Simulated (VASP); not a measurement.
# Si (I4_1/amd) in VASP: further runs

Runs on Si. Level: PBE. Tasks: single point.

Program: VASP 6.6.1. These are calculated values, not measurements. Logs are shortened: lines on timing, memory, paths and dates and some standing lists are left out, and cuts for length are marked.

## 1. The crystal as given

The structure is tetragonal, space group I4_1/amd (No. 141). Conventional cell: a = 4.743 Å, b = 4.743 Å, c = 2.659 Å, α = 90.00°, β = 90.00°, γ = 90.00°. Si (site symmetry -4m2) is surrounded by 6 Si at 2.46 to 2.66 Å.

This isn't the form of Si at room conditions, which is diamond.

## 2. Single point, PBE

INCAR

```
SYSTEM = Si
ADDGRID  = .False.      
ALGO     = Normal         ! electronic algorithm
EDIFF    = 1E-6           ! SCF threshold, eV
ENCUT    = 900            ! plane-wave cutoff, eV
GGA      = PE             ! functional
ISIF     = 2              ! what is computed and relaxed
ISMEAR   = 0              ! smearing method
LASPH    = .True.         ! aspherical terms in the spheres
LCHARG   = .False.        ! write CHGCAR
LREAL    = .False.        ! projectors in reciprocal space
LWAVE    = .False.        ! write WAVECAR
NELM     = 100            ! most SCF steps
PREC     = Accurate       ! precision mode
SIGMA    = 0.05           ! smearing width, eV
```

KPOINTS

```
k-points
0
Gamma
  6 6 6
  0 0 0
```

POSCAR

```
Si
1.0
   -2.3713723045      2.3713723045      1.3292653899
    2.3713723045     -2.3713723045      1.3292653899
    2.3713723045      2.3713723045     -1.3292653899
Si
2
Direct
    0.5000000000      0.5000000000      0.0000000000
    0.2500000000      0.7500000000      0.5000000000
```

Potentials or basis: VASP PAW PBE potentials, release 64 (Si).

Started as:

```
$ cat potpaw_PBE.64/Si/POTCAR > POTCAR
$ mpirun -np 1 vasp_std > vasp.out
```

OUTCAR:

```text
SYSTEM = Si
   EDIFF = 1E-6
   ENCUT = 900
   GGA = PE
   ISIF = 2
   ISMEAR = 0
   LASPH = .True.
   LREAL = .False.
   NELM = 100
   PREC = Accurate

 Found     30 irreducible k-points:

 Following reciprocal coordinates:
            Coordinates               Weight
  0.000000  0.000000  0.000000      1.000000
  0.166667  0.000000  0.000000      8.000000
  0.333333 -0.000000  0.000000      8.000000
  0.500000 -0.000000  0.000000      4.000000
  0.166667  0.166667  0.000000      8.000000
  0.333333  0.166667  0.000000     16.000000
   k-points           NKPTS =     30   k-points in BZ     NKDIM =     30   number of bands    NBANDS=      8
   number of dos      NEDOS =    301   number of ions     NIONS =      2
   total plane-waves  NPLWV =  46656
   dimension x,y,z NGX =    36 NGY =   36 NGZ =   36
   dimension x,y,z NGXF=    72 NGYF=   72 NGZF=   72
   ions per type =               2
   NGX,Y,Z   is equivalent  to a cutoff of  16.59, 16.59, 16.59 a.u.
   NGXF,Y,Z  is equivalent  to a cutoff of  33.18, 33.18, 33.18 a.u.
 SYSTEM =  Si
   PREC   = accura    normal or accurate (medium, high low for compatibility)
   ISTART =      0    job   : 0-new  1-cont  2-samecut
   ICHARG =      2    charge: 1-file 2-atom 10-const
   ISPIN  =      1    spin polarized calculation?
   LNONCOLLINEAR =      F non collinear calculations
   LSORBIT =      F    spin-orbit coupling
   LASPH  =      T    aspherical Exc in radial PAW
   ENCUT  =  900.0 eV  66.15 Ry    8.13 a.u.   8.82  8.82  8.82*2*pi/ulx,y,z
   NELM   =    100;   NELMIN=  2; NELMDL= -5     # of ELM steps
   EDIFF  = 0.1E-05   stopping-criterion for ELM
[... 18 lines left out ...]
     AMIX     =   0.40;   BMIX     =  1.00
     AMIX_MAG =   1.60;   BMIX_MAG =  1.00
  volume/ion in A,a.u.               =      14.95       100.89
  Fermi-wavevector in a.u.,A,eV,Ry     =   1.054908  1.993486 15.140973  1.112830
  Thomas-Fermi vector in A             =   2.190086
   LORBIT       =      0    0 simple, 1 ext, 2 COOP (PROOUT), +10 PAW based schemes
   GGA     = PE    functional components
[... 5 lines left out ...]
 non-spin polarized calculation
 Gauss-broadening in eV      SIGMA  =   0.05
  energy-cutoff  :      900.00
  volume of cell :       29.90
 maximum number of plane-waves:      1852
   NGX = 17   NGY = 17   NGZ = 17

 number of electron       8.0000000 magnetization

 Free energy of the ion-electron system (eV)
  ---------------------------------------------------
  ext. energy  EPLUGINS =         0.00000000
  ---------------------------------------------------
  free energy    TOTEN  =       -10.20195057 eV

  energy without entropy =      -10.20070048  energy(sigma->0) =      -10.20132552

 E-fermi :   9.5596     XC(G=0): -10.9855

 val. band max:        9.5131004782   @ k =   0.3333   0.1667   0.0000
 cond. band min:       9.6747505323   @ k =  -0.1667   0.3333   0.1667
 fundamental gap:      0.1616500540
 Fermi energy:         9.5596289981

 k-point     1 :       0.0000    0.0000    0.0000
  band No.  band energies     occupation
      1      -4.5123      2.00000
      2       6.9487      2.00000
      3       6.9487      2.00000
      4       7.6479      2.00000
      5      10.9521      0.00000
      6      16.9131      0.00000
      7      18.5330      0.00000
      8      18.5408      0.00000

 k-point     2 :       0.1667    0.0000    0.0000
  band No.  band energies     occupation
      1      -3.7700      2.00000
      2       5.9393      2.00000
      3       6.7230      2.00000
      4       9.8183      0.00000
      5      12.4909      0.00000
      6      13.4207      0.00000
      7      14.1572      0.00000
      8      16.5600      0.00000

 k-point     3 :       0.3333   -0.0000    0.0000
  band No.  band energies     occupation
      1      -1.5670      2.00000
      2       5.8385      2.00000
      3       6.9473      2.00000
      4       7.2543      2.00000
      5      10.3276      0.00000
      6      12.3030      0.00000
      7      13.9152      0.00000
      8      14.7291      0.00000

 k-point     4 :       0.5000   -0.0000    0.0000
  band No.  band energies     occupation
      1       1.6359      2.00000
      2       2.4920      2.00000
      3       7.2831      2.00000
      4       7.5575      2.00000
      5       7.9013      2.00000
      6      10.4434      0.00000
      7      13.9992      0.00000
      8      14.9230      0.00000

 k-point     5 :       0.1667    0.1667    0.0000
  band No.  band energies     occupation
      1      -1.9152      2.00000
      2       6.0530      2.00000
      3       8.0638      2.00000
      4       8.5421      2.00000
      5       9.8652      0.00000
      6      11.6544      0.00000
      7      13.2189      0.00000
      8      13.5287      0.00000

 k-point     6 :       0.3333    0.1667    0.0000
  band No.  band energies     occupation
      1       1.2852      2.00000
      2       3.4937      2.00000
      3       5.4025      2.00000
      4       7.2096      2.00000
      5       9.5131      1.81183
      6      11.5261      0.00000
      7      12.6337      0.00000
      8      15.8154      0.00000

 [... further k-points ...]
[... 5 lines left out ...]
  --------------------------------------------------------------------------------------
  -------------------------------------------------------------------------------------
  Total        0.9887243      0.9887243     -0.3610033      0.0000000     -0.0000000      0.0000000
  in kB       52.9803266     52.9803266    -19.3441894      0.0000000     -0.0000000      0.0000000
  external PRESSURE =      28.8721546 kB  Pullay stress =       0.0000000 kB

 VOLUME and BASIS-vectors are now :
 -----------------------------------------------------------------------------
  energy-cutoff  :      900.00
  volume of cell :       29.90
      direct lattice vectors                 reciprocal lattice vectors
    -2.371372304  2.371372304  1.329265390     0.000000000  0.210848376  0.376147610
     2.371372304 -2.371372304  1.329265390     0.210848376  0.000000000  0.376147610
     2.371372304  2.371372304 -1.329265390     0.210848376  0.210848376  0.000000000

 POSITION                                       TOTAL-FORCE (eV/Angst)
 -----------------------------------------------------------------------------------
      0.00000      0.00000      1.32927        -0.000000      0.000000     -0.000000
      2.37137     -0.00000      0.66463         0.000000     -0.000000      0.000000
 -----------------------------------------------------------------------------------
    total drift:                               -0.000000      0.000000      0.000000

  FREE ENERGIE OF THE ION-ELECTRON SYSTEM (eV)
  ---------------------------------------------------
  free  energy   TOTEN  =       -10.2019505650 eV

  energy  without entropy=      -10.2007004766  energy(sigma->0) =      -10.20132552
```

Wall time 8 s (1 thread of Intel Xeon Platinum 8488C (Sapphire Rapids), shared host); peak memory 0.19 GiB.

These settings aren't checked as converged: the numbers below hold their error.

What came out:

```
Free energy            : -10.2020 eV
Pressure               : 2.9 GPa
Band gap on the k mesh : none (metal or under the smearing width)
```

Caveat: the k mesh is coarse (spacing up to 0.45 Å⁻¹), so the values aren't converged.

## 3. Single point, PBE

INCAR: that of step 2 with these lines changed.

```diff
@@ -4,3 +4,3 @@
 EDIFF    = 1E-6           ! SCF threshold, eV
-ENCUT    = 900            ! plane-wave cutoff, eV
+ENCUT    = 700            ! plane-wave cutoff, eV
 GGA      = PE             ! functional
```

KPOINTS

```
k-points
0
Gamma
  7 7 7
  0 0 0
```

POSCAR is that of step 2.

Potentials or basis: VASP PAW PBE potentials, release 64 (Si).

Started as:

```
$ cat potpaw_PBE.64/Si/POTCAR > POTCAR
$ mpirun -np 1 vasp_std > vasp.out
```

Run time: 6.6 s. Hardware: 1 thread of Intel Xeon Platinum 8488C (Sapphire Rapids), shared host; peak memory 0.17 GiB.

The run converged, but some of its settings lie outside the range that counts as converged, so its numbers aren't taken as properties of the crystal.

Results:

* Free energy: -10.2959 eV
* Pressure: 3.2 GPa
* Band gap on the k mesh: none (metal or under the smearing width)

Caveat: the k mesh is coarse (spacing up to 0.39 Å⁻¹), so the values aren't converged.

## 4. Single point, PBE

INCAR: that of step 3 with these lines changed.

```diff
@@ -4,3 +4,3 @@
 EDIFF    = 1E-6           ! SCF threshold, eV
-ENCUT    = 700            ! plane-wave cutoff, eV
+ENCUT    = 550            ! plane-wave cutoff, eV
 GGA      = PE             ! functional
```

KPOINTS

```
k-points
0
Gamma
  8 8 8
  0 0 0
```

POSCAR is that of step 3.

Started as:

```
$ cat potpaw_PBE.64/Si/POTCAR > POTCAR
$ mpirun -np 1 vasp_std > vasp.out
```

Wall time 8 s (1 thread of Intel Xeon Platinum 8488C (Sapphire Rapids), shared host); peak memory 0.15 GiB.

The run converged, but some of its settings lie outside the range that counts as converged, so its numbers aren't taken as properties of the crystal.

What came out:

* Free energy: -10.2505 eV
* Pressure: 3.3 GPa
* Band gap on the k mesh: none (metal or under the smearing width)

## 5. The reference run

An earlier run on the cell as given: functional PBE; potentials or basis VASP PAW PBE potentials, release 64 (Si); cutoff 520 eV; k mesh 11 × 11 × 11; occupations fermi-dirac, width 0.05 eV; no spin polarisation.

- Pressure: 3.1 GPa
- Band gap on the k mesh: none (metal or under the smearing width)
